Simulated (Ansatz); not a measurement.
Ansatz input

```yaml
crystal:
  lattice:
    - [-1.8891813118, 1.8891813118, 1.8891813118]
    - [1.8891813118, -1.8891813118, 1.8891813118]
    - [1.8891813118, 1.8891813118, -1.8891813118]
  atoms:
    - { symbol: Sc, position: [0.0, 0.0, 0.0] }
hamiltonian:
  xc: rpbe
  pseudopotentials:
    kind: paw
    azcp:
      Sc: "pseudopotentials/Sc.paw.azcp"
basis:
  ecutwfc: 420
  fft_grid_basis: typed
kpoints:
  mp_grid: { grid: [13, 13, 13], shift: [0, 0, 0] }
magnetization:
  spin_polarized: false
scf:
  occupations: { method: fermi_dirac, width: 0.1 }
  lower_state_search: "off"
output:
  stress: true
```

Terminal output

```
Engine: ansatz 0.2.0, aarch64-unknown-linux-gnu
Pseudopotentials: kind: paw
Pseudopotential: Sc, paw, valence charge 11, recommended cutoff 420 eV (normal) 
Functional definition: RPBE
  parameter kappa = 0.804
  parameter beta = 0.06672455060314922
  exchange = rpbe_x(kappa = kappa, mu = beta*pi^2/3)
  correlation = pbe_c(beta = beta)
Crystal: 1 atoms, lattice volume = 26.970 Å³
Basis set: ecut = 420 eV, 531 PW (Γ)
Bands: 10, of which v1, the nominal top of the filled ones, is band 6 counted from 1 (5 counted from 0)
Symmetry: 48 space group operations
Space group: Im-3m (ITA 229), of the structure as read, at distance tolerance 3.0e-5 Å
k-points: 84 of 2197
Non-local potential: Sc, projectors of the file, l = 0: 3, l = 1: 2, l = 2: 3, l = 3: 1
PAW form: soft (Blöchl's): semilocal exchange-correlation on the pseudo side does not see the compensation charge
PAW frozen core: Sc, regenerated for the run's functional, and the local potential with it (the file was generated under x = pbe(κ = 0.804, μ = 0.2195149727645171), c = pbe(β = 0.06672455060314922))
PAW one-centre angular grid: Sc, 590 points (default); XC on 64 Gauss nodes
Initial density: superposition of atomic densities (neutral atoms: chi_scale 0, normalization atom), corrected by the library's trained network
Initial wavefunctions: pseudopotential atomic-orbital guess
Functional: x = rpbe, c = pbe(β = 0.06672455060314922)
SCF iter   1: F=—  HF=-2140.096372 eV  |F-HF|=—  |Δ(HF+E_count)|=         —  Δρ=2.71e-3  dr2=1.80e-3  ethr=1.77e-3  ⟨swp⟩=4.0  Hψ=4325  notcnv=0
SCF iter   2: F=—  HF=-2140.096255 eV  |F-HF|=—  |Δ(HF+E_count)|=   1.17e-4  Δρ=1.37e-3  dr2=2.50e-4  ethr=1.64e-5  ⟨swp⟩=1.1  Hψ=1543  notcnv=0
SCF iter   3: F=—  HF=-2140.096432 eV  |F-HF|=—  |Δ(HF+E_count)|=   1.77e-4  Δρ=4.87e-4  dr2=5.17e-5  ethr=2.28e-6  ⟨swp⟩=2.8  Hψ=1315  notcnv=0
SCF iter   4: F=—  HF=-2140.096450 eV  |F-HF|=—  |Δ(HF+E_count)|=   1.82e-5  Δρ=5.28e-5  dr2=4.15e-7  ethr=4.70e-7  ⟨swp⟩=2.6  Hψ=1311  notcnv=0
SCF iter   5: F=—  HF=-2140.096450 eV  |F-HF|=—  |Δ(HF+E_count)|=   1.36e-7  Δρ=2.38e-5  dr2=2.23e-7  ethr=3.77e-9  ⟨swp⟩=2.7  Hψ=1288  notcnv=0
SCF iter   6: F=-2140.096450 eV  HF=-2140.096450 eV  |F-HF|=1.98e-8  |Δ(HF+E_count)|=   6.06e-8  Δρ=8.42e-6  dr2=2.80e-8  ethr=9.09e-10  ⟨swp⟩=2.1  Hψ=2527  notcnv=0
SCF 1 converged in 6 iterations: F = -2140.096450 eV  dr2 = 2.80e-8
SCF converged after 6 iterations
Free energy (F): -2140.096450 eV
Harris-Foulkes:  -2140.096450 eV  (|F-HF|=1.98e-8)
Internal energy: -2140.012611 eV  (E = F + TS)
E sigma→0 (E₀):  -2140.054531 eV
Entropy (-TS):   -0.083839 eV (-83.839 meV/atom)
Fermi energy:    8.472053 eV
--- Per-component energies (eV) ---
  E_band       = -181.365675
  E_kinetic    = 258.873785
  E_local      = -877.917343  (includes V_loc(G=0)·N_el)
  E_nonlocal   = 81.710819
  E_hartree    = 299.587646
  E_xc         = -103.875604
  E_vxc        = -128.071335  (∫ρ·V_xc dr)
  E_paw        = -959.240344  (= ΣΔE_a)
  E_vpaw       = -115.142332  (= ΣTr[D̂ρ^β])
  E_aug_tail   = 0.000011  (compensation charges beyond the density's cutoff)
  E_ewald      = -839.099483
  E_core_change = -0.052098  (= ΣΔE_core)
  E_smearing   = -0.083839  (= −TS)
  E_closure    = 0.000000  (closes the sum)
  Σ components = -2140.096450   (vs F -2140.096450, Δ=0.00e0)
--- Stress (GPa, compression-positive) ---
       -1.829285       0.000000       0.000000
        0.000000      -1.829285      -0.000000
        0.000000      -0.000000      -1.829285
  P = ⅓ Tr σ = -1.8293 GPa (-18.293 kbar)
```
